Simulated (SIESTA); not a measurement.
Crystal: Au.

```
Au
1.0
     0.00000    2.03500    2.03500
     2.03500    0.00000    2.03500
     2.03500    2.03500    0.00000
Au
1
Cartesian
  0.0000 0.0000 0.0000
```

Base run:

```yaml
Program: SIESTA 5.4.2
Functional: RPBE
Potentials_or_basis: PseudoDojo 0.4 standard (PBE files)
Basis: DZP (energy shift 0.002 Ry)
Grid_cutoff: 800 Ry
Energy_shift: 0.002 Ry
k_mesh: 11 × 11 × 11
Occupations: fermi-dirac, width 0.05 eV
Spin: no spin polarisation
```

Its results: band gap on the k mesh none (metal or under the smearing width); pressure 16.3 GPa.

Problem. The run is repeated on the same cell with these changes: functional from RPBE to PBEGcGxLO. What comes out?

Solution. Band gap on the k mesh none (metal or under the smearing width); pressure 0.8 GPa.

Caveats: semicore shells carry a single zeta, which can move pressures by several GPa and volumes by a few percent; the potentials were made for another functional, which shifts forces and pressure; the basis of atomic orbitals isn't converged, which shifts pressures, moduli and gaps; so large a pressure means that the cell lies far from this level's equilibrium, or that cutoff or potentials fall short (some runs).

Not every run made on this cell is shown here.
